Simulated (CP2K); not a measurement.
## MoS₂: one setting at a time in CP2K

Simulated with CP2K 2026.2. This is a test of settings. The cell was built from a prototype and was relaxed with r2SCAN+rVV10 in plane waves (Ansatz 0.2.0). Not every such cell is a known phase. All runs are without spin polarisation.

It is trigonal, R3m (No. 160); conventional cell a = 3.175 Å, c = 18.582 Å, 18.03 Å³ an atom. Mo is surrounded by 6 S at 2.40 Å; S is surrounded by 3 Mo at 2.40 Å.

The base run uses PBE in the DZVP-MOLOPT-SR basis.

```
&GLOBAL
 PROJECT run
 RUN_TYPE ENERGY_FORCE
 PRINT_LEVEL LOW
&END GLOBAL
&FORCE_EVAL
 METHOD QS
 STRESS_TENSOR ANALYTICAL
 &DFT
  BASIS_SET_FILE_NAME BASIS_MOLOPT
  POTENTIAL_FILE_NAME GTH_POTENTIALS
  &QS
   EXTRAPOLATION USE_GUESS
  &END QS
  &MGRID
   CUTOFF 350
   REL_CUTOFF 50
  &END MGRID
  &XC
   &XC_FUNCTIONAL PBE
   &END XC_FUNCTIONAL
  &END XC
  &KPOINTS
   SCHEME MONKHORST-PACK 5 5 5
   SYMMETRY F
   FULL_GRID F
  &END KPOINTS
  &SCF
   ADDED_MOS 9
   EPS_SCF 1e-6
   MAX_SCF 80
   &DIAGONALIZATION
   &END DIAGONALIZATION
   &MIXING
    METHOD BROYDEN_MIXING
    ALPHA 0.3
   &END MIXING
   &SMEAR
    METHOD FERMI_DIRAC
    ELECTRONIC_TEMPERATURE [K] 232
   &END SMEAR
   &PRINT
    &ITERATION_INFO
    &END ITERATION_INFO
   &END PRINT
  &END SCF
  &PRINT
   &BAND_STRUCTURE
    FILE_NAME bands.bs
    ADDED_MOS 6
    &KPOINT_SET
     UNITS B_VECTOR
     SPECIAL_POINT 0.00000000 0.00000000 0.00000000
     NPOINTS 0
    &END KPOINT_SET
    &KPOINT_SET
     UNITS B_VECTOR
     SPECIAL_POINT -0.50000000 -0.50000000 -0.50000000
     NPOINTS 0
    &END KPOINT_SET
    &KPOINT_SET
     UNITS B_VECTOR
     SPECIAL_POINT -0.50000000 -0.18126592 -0.81873408
     NPOINTS 0
    &END KPOINT_SET
    &KPOINT_SET
     UNITS B_VECTOR
     SPECIAL_POINT -0.18126592 0.18126592 -0.50000000
     NPOINTS 0
    &END KPOINT_SET
    &KPOINT_SET
     UNITS B_VECTOR
     SPECIAL_POINT 0.00000000 0.00000000 -0.50000000
     NPOINTS 0
    &END KPOINT_SET
    &KPOINT_SET
     UNITS B_VECTOR
     SPECIAL_POINT 0.00000000 0.34063296 -0.34063296
     NPOINTS 0
    &END KPOINT_SET
    &KPOINT_SET
     UNITS B_VECTOR
     SPECIAL_POINT -0.34063296 0.00000000 -0.65936704
     NPOINTS 0
    &END KPOINT_SET
    &KPOINT_SET
     UNITS B_VECTOR
     SPECIAL_POINT -0.50000000 0.00000000 -0.50000000
     NPOINTS 0
    &END KPOINT_SET
    &KPOINT_SET
     UNITS B_VECTOR
     SPECIAL_POINT -0.17968700 0.00000000 0.17968800
     NPOINTS 0
    &END KPOINT_SET
    &KPOINT_SET
     UNITS B_VECTOR
     SPECIAL_POINT -0.16313933 0.16313933 -0.50000000
     NPOINTS 0
    &END KPOINT_SET
   &END BAND_STRUCTURE
  &END PRINT
 &END DFT
 &SUBSYS
  &CELL
   A 6.45952640 0.00000000 0.00000000
   B 5.67914586 3.07778874 0.00000000
   C 5.67914586 1.43996072 2.72016483
  &END CELL
  &COORD
   SCALED
   Mo -0.00001460 -0.00001460 -0.00001460
   S 0.41700151 0.41700151 0.41700151
   S 0.24967976 0.24967976 0.24967976
  &END COORD
  &KIND Mo
   BASIS_SET DZVP-MOLOPT-SR-GTH
   POTENTIAL GTH-PBE
  &END KIND
  &KIND S
   BASIS_SET DZVP-MOLOPT-SR-GTH
   POTENTIAL GTH-PBE
  &END KIND
 &END SUBSYS
 &PRINT
  &STRESS_TENSOR
  &END STRESS_TENSOR
  &FORCES
  &END FORCES
 &END PRINT
&END FORCE_EVAL
```

Command: `cp2k.psmp -i run.inp`. It took 55 s on 2 threads of Arm Neoverse V1, with other jobs on the host, peak memory 0.44 GiB.

It converged with a gap of 0.96 eV and a pressure of 2.30 GPa (positive in compression). Pressures on CP2K's grid carry noise of some tenths of a GPa.

Each further run moved one setting: ELECTRONIC_TEMPERATURE (smearing temperature in K); CUTOFF (density grid cutoff in Ry); REL_CUTOFF (grid cutoff relative to the Gaussians, in Ry); XC_FUNCTIONAL (functional, with the PBE potentials kept). Changes are from the base run, which isn't itself converged in every setting; energies of another Hamiltonian, functional, basis or charge aren't compared, and those at a high electronic temperature are mostly its entropy term. CP2K's gap is over the listed points.

| setting | how it ended | gap change (eV) | energy change (meV/atom) | pressure change (GPa) | time (s) |
| --- | --- | --- | --- | --- | --- |
| ELECTRONIC_TEMPERATURE = 3000 | converged | 0.00 | -4.1 | 0.12 | 55 |
| ELECTRONIC_TEMPERATURE = 50 | converged | 0.00 | 0.0 | 0.00 | 56 |
| CUTOFF = 280 | converged | 0.00 | 0.0 | 0.00 | 62 |
| REL_CUTOFF = 30 | converged | 0.00 | -0.1 | 0.01 | 43 |
| XC_FUNCTIONAL = PADE | converged | -0.08 | – | -5.66 | 54 |
| ELECTRONIC_TEMPERATURE = 20000 (poor on purpose) | converged | 0.01 | -2345.0 | 24.71 | 52 |

ELECTRONIC_TEMPERATURE = 50 changes nothing that matters here. CUTOFF = 280 changes nothing that matters here. REL_CUTOFF = 30 changes nothing that matters here.

Spin-orbit coupling is left out.
